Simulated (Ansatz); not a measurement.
# BN: a relaxation, part 2 of 2

Aim: relax the cell and atoms of BN.

Ansatz 0.2.0; DFT PBEsol, scalar-relativistic, plane waves, PAW.

## 3. Relaxing cell and atoms

Input file input.yaml:

```yaml
crystal:
  lattice:
    - [2.5039917043, 0.0, 0.0]
    - [-1.2519958522, 2.1685204268, 0.0]
    - [0.0, 0.0, 6.6612]
  atoms:
    - { symbol: B, position: [0.3333333333, 0.6666666667, 0.25] }
    - { symbol: B, position: [0.6666666667, 0.3333333333, 0.75] }
    - { symbol: "N", position: [0.3333333333, 0.6666666667, 0.75] }
    - { symbol: "N", position: [0.6666666667, 0.3333333333, 0.25] }
basis:
  ecutwfc: 420
kpoints:
  mp_grid: { grid: [12, 12, 4] }
hamiltonian:
  xc: pbesol
scf:
  occupations: { method: gaussian, width: 0.02 }
output:
  forces: true
  stress: true
  eigenvalues: true
  write_density: true
  write_potential: true
  elf: true
  volumetric_format: npy
relax:
  adjacent_minimum: "off"
  f_tol: 0.005
  max_steps: 80
  cell: { stress_tol: 0.05 }
```

Command:

```sh
> ansatz run input.yaml --threads 1 --pin off --max-ram 2560MiB --backend cpu --events-out ev --progress --plain --runs-dir out
```

Standard output:

```text
Warning: RAYON_NUM_THREADS=1 ignored (pool sized by the plan → 1); use --threads N
Engine: ansatz 0.2.0, x86_64-unknown-linux-gnu
Pseudopotentials: kind: paw
Pseudopotential: B, paw, valence charge 3, recommended cutoff 420 eV (normal), B.paw.azcp
Pseudopotential: N, paw, valence charge 5, recommended cutoff 420 eV (normal), N.paw.azcp
Functional definition: PBEsol
  exchange = pbesol_x
  correlation = pbesol_c
Crystal: 4 atoms, lattice volume = 36.170 Å³
Basis set: ecut = 420 eV, 713 PW (Γ), exchange–correlation on 36×36×90 points (8 copies of the dense FFT grid, shifted against one another)
Bands: 12, of which v1, the nominal top of the filled ones, is band 8 counted from 1 (7 counted from 0)
Symmetry: 24 space group operations
Space group: P63/mmc (ITA 194), of the structure as read, at distance tolerance 3.3e-5 Å
k-points: 57 of 576
Non-local potential: B, projectors of the file, l = 0: 2, l = 1: 2, l = 2: 1
Non-local potential: N, projectors of the file, l = 0: 2, l = 1: 2, l = 2: 1
PAW form: soft (Blöchl's): semilocal exchange-correlation on the pseudo side does not see the compensation charge
PAW frozen core: B, regenerated for the run's functional, and the local potential with it (the file was generated under x = pbe(κ = 0.804, μ = 0.2195149727645171), c = pbe(β = 0.06672455060314922))
PAW frozen core: N, regenerated for the run's functional, and the local potential with it (the file was generated under x = pbe(κ = 0.804, μ = 0.2195149727645171), c = pbe(β = 0.06672455060314922))
PAW one-centre angular grid: B, 110 points (default); XC on 64 Gauss nodes
PAW one-centre angular grid: N, 110 points (default); XC on 64 Gauss nodes
Initial density: superposition of atomic densities (neutral atoms: chi_scale 0, normalization atom), corrected by the library's trained network
Initial wavefunctions: pseudopotential atomic-orbital guess
Functional: x = pbesol(κ = 0.804, μ = 0.12345679012345678), c = pbesol(β = 0.046)
SCF iter   1: F=—  HF=-1067.560476 eV  |F-HF|=—  |Δ(HF+E_count)|=         —  Δρ=8.62e-3  dr2=2.42e-2  ethr=1.77e-3  ⟨swp⟩=6.4  Hψ=4287  notcnv=0
preconditioner: auto → none  [insulator: Δε(μ)=4.084 eV  Ē_g=15.672 eV  σ=0.020 eV  W_gap=1.00  n_scr=4 (ndim 8)  ℏωp=24.7 eV  f_vac=0.023  D(μ)=0.00/eV (n_scr^D=0)  ε∞_Penn≈3.5]
SCF iter   2: F=—  HF=-1067.554638 eV  |F-HF|=—  |Δ(HF+E_count)|=   5.84e-3  Δρ=3.05e-3  dr2=2.34e-3  ethr=1.51e-4  ⟨swp⟩=2.7  Hψ=1755  notcnv=0
SCF iter   3: F=—  HF=-1067.554089 eV  |F-HF|=—  |Δ(HF+E_count)|=   5.49e-4  Δρ=8.42e-4  dr2=1.62e-4  ethr=1.46e-5  ⟨swp⟩=2.1  Hψ=1262  notcnv=0
SCF iter   4: F=—  HF=-1067.554173 eV  |F-HF|=—  |Δ(HF+E_count)|=   8.43e-5  Δρ=1.34e-4  dr2=2.93e-6  ethr=1.01e-6  ⟨swp⟩=2.8  Hψ=1191  notcnv=0
SCF iter   5: F=—  HF=-1067.554178 eV  |F-HF|=—  |Δ(HF+E_count)|=   4.78e-6  Δρ=1.47e-5  dr2=3.54e-8  ethr=1.83e-8  ⟨swp⟩=2.3  Hψ=1052  notcnv=0
SCF iter   6: F=-1067.554178 eV  HF=-1067.554178 eV  |F-HF|=1.02e-9  |Δ(HF+E_count)|=   6.54e-8  Δρ=1.15e-6  dr2=2.68e-10  ethr=2.21e-10  ⟨swp⟩=5.4  Hψ=3874  notcnv=0
SCF 1 converged in 6 iterations: F = -1067.554178 eV  dr2 = 2.68e-10
relax step   1: F+E_penalty+E_count = -1067.55417792 eV  Δ(F+E_penalty+E_count) = +0.000e0 eV  max|allowed force component| = 9.448e-16 eV/Å  Δτ_max = 0.0000 Å  P = +0.432 GPa  Ω = 36.170 Å³  (6 SCF iters, dr2 threshold 1.00e-7 eV, accepted)
Crystal: 4 atoms, lattice volume = 36.804 Å³
Initial density: handed on by an earlier stage of this run
Initial wavefunctions: those handed on with the density
iter 1 solved again at ethr=1.38e-5 eV; its pass at ethr=3.10e-3 eV (dr2=2.21e-3 eV) is discarded
SCF iter   1: F=—  HF=-1067.554022 eV  |F-HF|=—  |Δ(HF+E_count)|=         —  Δρ=2.05e-3  dr2=2.18e-3  ethr=1.38e-5  ⟨swp⟩=1.7  Hψ=5380  notcnv=0
preconditioner: auto → none  [insulator: Δε(μ)=4.198 eV  Ē_g=15.676 eV  σ=0.020 eV  W_gap=1.00  n_scr=4 (ndim 8)  ℏωp=24.5 eV  f_vac=0.030  D(μ)=0.00/eV (n_scr^D=0)  ε∞_Penn≈3.4]
SCF iter   2: F=—  HF=-1067.553672 eV  |F-HF|=—  |Δ(HF+E_count)|=   3.50e-4  Δρ=1.08e-3  dr2=2.91e-4  ethr=1.36e-5  ⟨swp⟩=2.1  Hψ=1228  notcnv=0
SCF iter   3: F=—  HF=-1067.553677 eV  |F-HF|=—  |Δ(HF+E_count)|=   4.98e-6  Δρ=3.74e-4  dr2=4.90e-5  ethr=1.82e-6  ⟨swp⟩=2.5  Hψ=1163  notcnv=0
SCF iter   4: F=—  HF=-1067.553693 eV  |F-HF|=—  |Δ(HF+E_count)|=   1.57e-5  Δρ=8.80e-5  dr2=1.33e-6  ethr=3.06e-7  ⟨swp⟩=2.9  Hψ=1161  notcnv=0
SCF iter   5: F=-1067.553694 eV  HF=-1067.553694 eV  |F-HF|=1.74e-9  |Δ(HF+E_count)|=   1.47e-6  Δρ=6.18e-6  dr2=1.08e-8  ethr=2.50e-9  ⟨swp⟩=10.2  Hψ=5262  notcnv=0
SCF 2 converged in 5 iterations: F = -1067.553694 eV  dr2 = 1.08e-8
relax step   2: F+E_penalty+E_count = -1067.55369437 eV  Δ(F+E_penalty+E_count) = +4.835e-4 eV  max|allowed force component| = 3.718e-16 eV/Å  Δτ_max = 0.0000 Å  P = +0.074 GPa  Ω = 36.804 Å³  energy of the carried Pulay correction = -2.604e-3 eV  (5 SCF iters, dr2 threshold 4.00e-7 eV, accepted)
Crystal: 4 atoms, lattice volume = 37.077 Å³
Basis set: ecut = 420 eV, 725 PW (Γ), exchange–correlation on 36×36×90 points (8 copies of the dense FFT grid, shifted against one another)
iter 1 solved again at ethr=3.29e-6 eV; its pass at ethr=3.10e-3 eV (dr2=5.27e-4 eV) is discarded
SCF iter   1: F=—  HF=-1067.552863 eV  |F-HF|=—  |Δ(HF+E_count)|=         —  Δρ=8.52e-4  dr2=3.77e-4  ethr=3.29e-6  ⟨swp⟩=2.0  Hψ=5152  notcnv=0
preconditioner: auto → none  [insulator: Δε(μ)=4.218 eV  Ē_g=15.670 eV  σ=0.020 eV  W_gap=1.00  n_scr=4 (ndim 8)  ℏωp=24.4 eV  f_vac=0.028  D(μ)=0.00/eV (n_scr^D=0)  ε∞_Penn≈3.4]
SCF iter   2: F=—  HF=-1067.552804 eV  |F-HF|=—  |Δ(HF+E_count)|=   5.92e-5  Δρ=4.51e-4  dr2=5.11e-5  ethr=2.36e-6  ⟨swp⟩=2.0  Hψ=1031  notcnv=0
SCF iter   3: F=—  HF=-1067.552805 eV  |F-HF|=—  |Δ(HF+E_count)|=   1.01e-6  Δρ=1.58e-4  dr2=8.71e-6  ethr=3.19e-7  ⟨swp⟩=2.5  Hψ=1163  notcnv=0
SCF iter   4: F=—  HF=-1067.552808 eV  |F-HF|=—  |Δ(HF+E_count)|=   2.87e-6  Δρ=3.70e-5  dr2=2.37e-7  ethr=5.44e-8  ⟨swp⟩=2.9  Hψ=1169  notcnv=0
SCF iter   5: F=-1067.552808 eV  HF=-1067.552808 eV  |F-HF|=1.72e-10  |Δ(HF+E_count)|=   2.67e-7  Δρ=2.52e-6  dr2=1.76e-9  ethr=1.01e-9  ⟨swp⟩=9.0  Hψ=4837  notcnv=0
SCF 3 converged in 5 iterations: F = -1067.552808 eV  dr2 = 1.76e-9
relax step   3: F+E_penalty+E_count = -1067.55280791 eV  Δ(F+E_penalty+E_count) = +8.865e-4 eV  max|allowed force component| = 9.437e-16 eV/Å  Δτ_max = 0.0000 Å  P = -0.028 GPa  Ω = 37.077 Å³  energy of the carried Pulay correction = -3.717e-3 eV  (5 SCF iters, dr2 threshold 1.62e-7 eV, accepted)
[... from here on, the SCF cycles and remarks between the steps are left out ...]
relax step   4: F+E_penalty+E_count = -1067.55749425 eV  Δ(F+E_penalty+E_count) = -4.686e-3 eV  max|allowed force component| = 7.413e-16 eV/Å  Δτ_max = 0.0000 Å  P = +0.163 GPa  Ω = 37.077 Å³  stress off target by 3.78e-1 GPa  SCF on the basis re-selected at this cell (its energy is not comparable with the rows above)  (5 SCF iters)
relax step   5: F+E_penalty+E_count = -1067.55634677 eV  Δ(F+E_penalty+E_count) = +1.147e-3 eV  max|allowed force component| = 3.712e-16 eV/Å  Δτ_max = 0.0000 Å  P = +0.073 GPa  Ω = 37.498 Å³  energy of the carried Pulay correction = -1.787e-3 eV  (5 SCF iters, dr2 threshold 3.57e-7 eV, accepted)
relax step   6: F+E_penalty+E_count = -1067.55564155 eV  Δ(F+E_penalty+E_count) = +7.052e-4 eV  max|allowed force component| = 5.898e-17 eV/Å  Δτ_max = 0.0000 Å  P = +0.014 GPa  Ω = 37.672 Å³  energy of the carried Pulay correction = -2.553e-3 eV  (5 SCF iters, dr2 threshold 3.00e-8 eV, accepted)
relax step   7: F+E_penalty+E_count = -1067.55855567 eV  Δ(F+E_penalty+E_count) = -2.914e-3 eV  max|allowed force component| = 1.480e-16 eV/Å  Δτ_max = 0.0000 Å  P = +0.068 GPa  Ω = 37.672 Å³  stress off target by 1.66e-1 GPa  SCF on the basis re-selected at this cell (its energy is not comparable with the rows above)  (5 SCF iters)
relax step   8: F+E_penalty+E_count = -1067.55759363 eV  Δ(F+E_penalty+E_count) = +9.620e-4 eV  max|allowed force component| = 9.437e-16 eV/Å  Δτ_max = 0.0000 Å  P = +0.007 GPa  Ω = 37.940 Å³  energy of the carried Pulay correction = -1.125e-3 eV  (5 SCF iters, dr2 threshold 6.89e-8 eV, accepted)
relax step   9: F+E_penalty+E_count = -1067.55734809 eV  Δ(F+E_penalty+E_count) = +2.455e-4 eV  max|allowed force component| = 9.391e-16 eV/Å  Δτ_max = 0.0000 Å  P = -0.002 GPa  Ω = 37.999 Å³  energy of the carried Pulay correction = -1.376e-3 eV  (6 SCF iters, accepted)
relax step  10: F+E_penalty+E_count = -1067.55874474 eV  Δ(F+E_penalty+E_count) = -1.397e-3 eV  max|allowed force component| = 8.165e-16 eV/Å  Δτ_max = 0.0000 Å  P = +0.012 GPa  Ω = 37.999 Å³  stress off target by 6.31e-2 GPa  SCF on the basis re-selected at this cell (its energy is not comparable with the rows above)  (5 SCF iters)
relax step  11: F+E_penalty+E_count = -1067.55825730 eV  Δ(F+E_penalty+E_count) = +4.874e-4 eV  max|allowed force component| = 5.042e-16 eV/Å  Δτ_max = 0.0000 Å  P = -0.001 GPa  Ω = 38.124 Å³  energy of the carried Pulay correction = -5.141e-4 eV  (5 SCF iters, dr2 threshold 9.95e-9 eV, accepted)
iter 1 solved again at ethr=1.23e-7 eV; its pass at ethr=3.10e-3 eV (dr2=1.97e-5 eV) is discarded
SCF iter   1: F=—  HF=-1067.558748 eV  |F-HF|=—  |Δ(HF+E_count)|=         —  Δρ=2.85e-5  dr2=3.47e-8  ethr=1.23e-7  ⟨swp⟩=3.1  Hψ=6078  notcnv=0
preconditioner: auto → none  [insulator: Δε(μ)=4.269 eV  Ē_g=15.624 eV  σ=0.020 eV  W_gap=1.00  n_scr=4 (ndim 8)  ℏωp=24.1 eV  f_vac=0.041  D(μ)=0.00/eV (n_scr^D=0)  ε∞_Penn≈3.4]
SCF iter   2: F=—  HF=-1067.558769 eV  |F-HF|=—  |Δ(HF+E_count)|=   2.14e-5  Δρ=1.36e-5  dr2=6.96e-9  ethr=2.17e-10  ⟨swp⟩=2.0  Hψ=1148  notcnv=0
SCF iter   3: F=—  HF=-1067.558769 eV  |F-HF|=—  |Δ(HF+E_count)|=   2.11e-7  Δρ=3.49e-6  dr2=1.40e-9  ethr=4.35e-11  ⟨swp⟩=2.2  Hψ=1063  notcnv=0
SCF iter   4: F=-1067.558769 eV  HF=-1067.558769 eV  |F-HF|=8.34e-11  |Δ(HF+E_count)|=   9.55e-9  Δρ=5.07e-7  dr2=3.48e-11  ethr=1.00e-12  ⟨swp⟩=4.7  Hψ=3551  notcnv=0
SCF 12 converged in 4 iterations: F = -1067.558769 eV  dr2 = 3.48e-11
relax step  12: F+E_penalty+E_count = -1067.55876929 eV  Δ(F+E_penalty+E_count) = -5.120e-4 eV  max|allowed force component| = 2.822e-16 eV/Å  Δτ_max = 0.0000 Å  P = +0.005 GPa  Ω = 38.124 Å³  stress off target by 2.90e-2 GPa  SCF on the basis re-selected at this cell (its energy is not comparable with the rows above)  (4 SCF iters)
basis re-selected at this cell: Δ(F+E_penalty+E_count) = -5.120e-4 eV, ΔP = +0.006 GPa vs the last step (what re-selecting the basis moved, of the pressure what is left beyond the Pulay correction that the steps carried, after the strain that the cell walked since its last selection, with what the two solves' SCF thresholds leave and, on support functions, any second-order correction that the steps lacked; it is no measure of the basis error at this ecutwfc). This SCF's stress stands 2.90e-2 GPa from its target on what of the cell is left free (relax.cell.stress_tol is 5.00e-2 GPa) and its largest allowed force component is 2.82e-16 eV/Å (relax.f_tol is 5.00e-3 eV/Å): within both
SCF converged after 4 iterations
Free energy (F): -1067.558769 eV
Harris-Foulkes:  -1067.558769 eV  (|F-HF|=8.34e-11)
Internal energy: -1067.558769 eV  (E = F + TS)
E sigma→0 (E₀):  -1067.558769 eV
Fermi energy:    6.227118 eV
--- Per-component energies (eV) ---
  E_band       = -48.312557
  E_kinetic    = 365.378996
  E_local      = -748.861237  (includes V_loc(G=0)·N_el)
  E_nonlocal   = 115.978238
  E_hartree    = 246.168892
  E_xc         = -182.343789
  E_vxc        = -227.207568  (∫ρ·V_xc dr)
  E_paw        = -397.849149  (= ΣΔE_a)
  E_vpaw       = -45.939068  (= ΣTr[D̂ρ^β])
  E_aug_tail   = 0.000196  (compensation charges beyond the density's cutoff)
  E_ewald      = -466.116537
  E_core_change = 0.085620  (= ΣΔE_core)
  E_smearing   = -0.000000  (= −TS)
  E_closure    = 0.000000  (closes the sum)
  Σ components = -1067.558769   (vs F -1067.558769, Δ=0.00e0)
--- Forces (eV/Å), atoms counted from 1 ---
  atom   1  B      0.00000000    -0.00000000     0.00000000
  atom   2  B     -0.00000000     0.00000000     0.00000000
  atom   3  N     -0.00000000    -0.00000000     0.00000000
  atom   4  N      0.00000000     0.00000000     0.00000000
  max |Σ_I F_I| component: 8.33e-17 eV/Å
--- Stress (GPa, compression-positive) ---
       -0.006969       0.000000       0.000000
       -0.000000      -0.006969       0.000000
        0.000000       0.000000       0.029021
  P = ⅓ Tr σ = 0.0050 GPa (0.050 kbar)
--- Band table (eV; the first three rows and the last of 57) ---
  k-point 0: bands = ["-13.6146", "-13.4184", "-1.9660", "-0.3159", "2.7842", "2.7842", "2.8046", "2.8046", "8.8608", "13.6070", "15.6319", "15.6319"]
  k-point 1: bands = ["-13.5869", "-13.4481", "-1.7616", "-0.6074", "2.7876", "2.7876", "2.8023", "2.8023", "9.4627", "12.6767", "15.6435", "15.6435"]
  k-point 2: bands = ["-13.5186", "-13.5186", "-1.2258", "-1.2258", "2.7950", "2.7950", "2.7950", "2.7950", "10.9541", "10.9541", "15.6714", "15.6714"]
  k-point 56: bands = ["-9.8132", "-9.8132", "-3.8518", "-3.8518", "-3.0352", "-3.0352", "4.0929", "4.0929", "8.6949", "8.6949", "15.8978", "15.8978"]
--- Relaxed structure (8 steps of the walk, 8 accepted, 4 SCFs on fresh bases) ---
  F+E_penalty+E_count = -1067.55876929 eV   max|allowed force component| = 2.822e-16 eV/Å   (the final SCF, on the basis selected at the relaxed cell)
  cell:  # Å, volume = 38.1243 Å³
    - [2.504348845667339, 2.8871589551866137e-11, 0.0]
    - [-1.2521744228586733, 2.168829720271715, 0.0]
    - [0.0, 0.0, 7.019095674230112]
  atoms:
    - { symbol: B, position: [0.33333333333333337, 0.6666666666666666, 0.25] }
    - { symbol: B, position: [0.6666666666666665, 0.33333333333333326, 0.7500000000000001] }
    - { symbol: N, position: [0.33333333333333337, 0.6666666666666666, 0.7500000000000001] }
    - { symbol: N, position: [0.6666666666666665, 0.33333333333333326, 0.25] }
```

Wall time 19 s (1 thread of AMD EPYC 7R43 (Zen 3), shared host); peak memory 0.38 GiB.

Step by step:

| step | E - E(step 1) (eV/cell) | largest force component (eV/Å) | pressure (GPa) | volume (Å³) |
| --- | --- | --- | --- | --- |
| 1 | 0.0000 | 0.0000 | 0.43 | 36.17 |
| 2 | 0.0005 | 0.0000 | 0.07 | 36.80 |
| 3 | 0.0014 | 0.0000 | -0.03 | 37.08 |
| 4 | -0.0033 | 0.0000 | 0.16 | 37.08 |
| 5 | -0.0022 | 0.0000 | 0.07 | 37.50 |
| 6 | -0.0015 | 0.0000 | 0.01 | 37.67 |
| 7 | -0.0044 | 0.0000 | 0.07 | 37.67 |
| 8 | -0.0034 | 0.0000 | 0.01 | 37.94 |
| 9 | -0.0032 | 0.0000 | 0.00 | 38.00 |
| 10 | -0.0046 | 0.0000 | 0.01 | 38.00 |
| 11 | -0.0041 | 0.0000 | 0.00 | 38.12 |
| 12 | -0.0046 | 0.0000 | 0.01 | 38.12 |

Step 1 is the start. Steps 4, 7, 10, 12 each repeat the geometry before them on a plane-wave basis chosen anew, so the energy can jump there without any move. The walk judges its steps with a correction for the finite basis (Pulay term) that this column leaves out, so accepted steps can climb here and lower ones be refused.

|  | before | after | change |
| --- | --- | --- | --- |
| a (Å) | 2.504 | 2.504 | 0.0 % |
| b (Å) | 2.504 | 2.504 | 0.0 % |
| c (Å) | 6.661 | 7.019 | +5.4 % |
| volume (Å³/atom) | 9.04 | 9.53 | +5.4 % |
| shortest distance (Å) | 1.446 | 1.446 | 0.0 % |
| space group (0.01 Å) | P6_3/mmc | P6_3/mmc | same |

Forces and stress were held to the start's 24 operations: a distortion of lower symmetry was not tested.

Density in a lattice plane of the grid's cell (edges 2.50 and 7.02 Å, at 0.333 of the third edge), which holds B and N.

Ten even steps from '0' (0.02 e/Å³) to '9' (3.68 e/Å³):
```
00000000
00000000
00000000
12211111
22222012
12211111
00000000
00000000
00000000
00000000
00000000
00000000
00011221
11125774
21138996
11125774
00011221
00000000
00000000
00000000
```
Columns run along the first of these edges and rows up along the second, over one cell in 8 and 20 even steps from the bottom left corner. Atoms in the plane (fractional): B at (0.67, 0.75), N at (0.67, 0.25).

ELF in the same plane.

Ten even steps from '0' (0.01) to '9' (0.82):
```
00000000
33333223
66665335
88885017
98895007
88885017
66665335
33333223
00000000
00000000
00012221
31247776
63489999
84599679
94697029
84599679
63489999
31247776
00012221
00000000
```
Columns run along the first of these edges and rows up along the second, over one cell in 8 and 20 even steps from the bottom left corner. Atoms in the plane (fractional): B at (0.67, 0.75), N at (0.67, 0.25).

Both are smooth fields of the valence electrons: close to the nuclei they are not physical.

The highest ELF values outside the cores: 0.92 on the N–B line, 0.7 Å from N.

## 4. Changing settings: dr2_threshold 1.0e-09, preconditioner kerker_dos

Input file input.yaml:

```yaml
crystal:
  lattice:
    - [2.5043488457, 0.0, 0.0]
    - [-1.2521744229, 2.1688297203, 0.0]
    - [0.0, 0.0, 7.0190956742]
  atoms:
    - { symbol: B, position: [0.3333333333, 0.6666666667, 0.25] }
    - { symbol: B, position: [0.6666666667, 0.3333333333, 0.75] }
    - { symbol: "N", position: [0.3333333333, 0.6666666667, 0.75] }
    - { symbol: "N", position: [0.6666666667, 0.3333333333, 0.25] }
basis:
  ecutwfc: 420
kpoints:
  mp_grid: { grid: [12, 12, 4] }
hamiltonian:
  xc: pbesol
scf:
  occupations: { method: gaussian, width: 0.02 }
  convergence: { dr2_threshold: 1.0e-09 }
  mixing: { preconditioner: kerker_dos }
output:
  forces: true
  eigenvalues: true
  stress: true
```

Command:

```sh
> ansatz run input.yaml --threads 1 --pin off --max-ram 2560MiB --backend cpu --events-out ev --progress --plain --runs-dir out
```

Standard output (excerpt; [...] marks lines left out):

```text
Warning: output.stress: scf.convergence.dr2_threshold = 1e-9 eV is looser than the 4e-10 eV advised for a printed stress (1e-10 eV for each atom of the cell: 4). What an SCF threshold leaves in a stress goes as its square root, and in the free energy as the threshold itself, and one [...]
Warning: RAYON_NUM_THREADS=1 ignored (pool sized by the plan → 1); use --threads N
[...]
[... 4 set-up lines as earlier in the session ...]
[...]
Crystal: 4 atoms, lattice volume = 38.124 Å³
Basis set: ecut = 420 eV, 761 PW (Γ), exchange–correlation on 36×36×96 points (8 copies of the dense FFT grid, shifted against one another)
Bands: 12, of which v1, the nominal top of the filled ones, is band 8 counted from 1 (7 counted from 0)
[... 1 set-up line as earlier in the session ...]
Space group: P63/mmc (ITA 194), of the structure as read, at distance tolerance 3.4e-5 Å
k-points: 57 of 576
[...]
SCF iter   1: F=—  HF=-1067.565225 eV  |F-HF|=—  |Δ(HF+E_count)|=         —  Δρ=8.60e-3  dr2=2.47e-2  ethr=1.77e-3  ⟨swp⟩=6.3  Hψ=4306  notcnv=0
[...]
SCF iter   7: F=-1067.558769 eV  HF=-1067.558769 eV  |F-HF|=1.41e-11  |Δ(HF+E_count)|=   1.56e-9  Δρ=1.25e-7  dr2=4.46e-12  ethr=2.14e-12  ⟨swp⟩=2.0  Hψ=2333  notcnv=0
[...]
SCF converged after 7 iterations
Free energy (F): -1067.558769 eV
[...]
E sigma→0 (E₀):  -1067.558769 eV
Fermi energy:    6.227118 eV
[...]
--- Forces (eV/Å), atoms counted from 1 ---
  atom   1  B     -0.00000000    -0.00000000     0.00000000
  atom   2  B      0.00000000     0.00000000     0.00000000
  atom   3  N     -0.00000000    -0.00000000     0.00000000
  atom   4  N      0.00000000     0.00000000     0.00000000
[...]
--- Stress (GPa, compression-positive) ---
       -0.006998      -0.000000       0.000000
       -0.000000      -0.006998       0.000000
        0.000000       0.000000       0.029011
  P = ⅓ Tr σ = 0.0050 GPa (0.050 kbar)
--- Band table (eV; the first three rows and the last of 57) ---
  k-point 0: bands = ["-13.6146", "-13.4184", "-1.9660", "-0.3159", "2.7842", "2.7842", "2.8046", "2.8046", "8.8608", "13.6070", "15.6319", "15.6319"]
[...]
```

Run time: 1.5 s. Hardware: 1 thread of AMD EPYC 7R43 (Zen 3), shared host; peak memory 0.34 GiB.

| run | ending | energy change | pressure (GPa) | gap (eV) | force (eV/Å) | cycles | time |
| --- | --- | --- | --- | --- | --- | --- | --- |
| step 3 | converged | 0 | 0.0 | 4.27 | 0.00 | - | 19 s |
| variant | converged | 0.0 meV/atom | 0.0 | 4.27 | 0.00 | 7 | 1.5 s |

Same state: the changed convergence setting and mixing leaves the energy within 0.5 meV/atom.

## 5. Outcome

This closing draws on all 2 parts. Changes of volume or cell count from the first structure of part 1.

| quantity | value |
| --- | --- |
| relaxed cell | a = 2.504 Å, b = 2.504 Å, c = 7.019 Å, α = 90.00°, β = 90.00°, γ = 120.00° |
| space group (0.01 Å) | P6_3/mmc (No. 194) |
| volume | 9.53 Å³/atom |
| formation energy (elements from runs with the same settings, not shown) | -1.32 eV/atom |
| gap on the mesh | 4.27 eV |
| step 4, run with dr2_threshold 1.0e-09, preconditioner kerker_dos (against step 3) | 0.0 meV/atom |

**Reading.** The relaxed volume is 5.4 % larger than at the start. The shape changed too: the edges of the input's cell moved by +0.0, +0.0, +5.4 %. One edge grew alone, across layers that this level holds without a dispersion term. A measured lattice constant a of BN is 2.504 Å (a printed reference work, textbook); the calculated 2.504 Å misses it by 0.0 %. Measured lattice constant c of BN: 6.6612 Å (a printed reference work, textbook). This calculation gives 7.019 Å (+5.4 %). So large a difference can come from the functional (as between layers that it hardly binds), but also from another choice of axes, another phase or a misread value. That is the cell relaxed with PBEsol, without thermal expansion or zero-point motion. This level has no dispersion term, which layered crystals need along their stacking axis.

The gaps are Kohn-Sham values of a semilocal functional, not quasiparticle or optical gaps. Such gaps usually fall short of the measured ones.
